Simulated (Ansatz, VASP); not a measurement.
Two plane-wave programs on Rb

```
Rb
1.0
    -1.48475    2.96950    2.96950
     2.96950   -1.48475    2.96950
     2.96950    2.96950   -1.48475
Rb
1
Direct
  0.00000 0.00000 0.00000
```

Alike in both runs: task single point; functional PBEsol; k mesh 14 × 14 × 14; occupations gaussian, width 0.15 eV; no spin polarisation.

|  | VASP | Ansatz |
| --- | --- | --- |
| version | VASP 6.6.1 | Ansatz 0.2.0 |
| potentials or method | VASP PAW PBE potentials, release 64 (Rb_sv) | scalar-relativistic, plane waves, PAW |
| plane-wave cutoff (eV) | 520 | 420 |
| valence electrons in the cell | 9 | 9 |

```csv
,VASP,Ansatz,Ansatz less VASP
gap on the k mesh at the Fermi level (eV),none,none,-
pressure (GPa),0.1,0.1,0.00
```

A gap of «none» marks a metal or a gap that the smearing closes. With one functional, cell and mesh, what is left measures potentials, basis and numerics.

Caveats: the PAW data sets were made with another functional, which shifts forces and pressure a little (VASP).
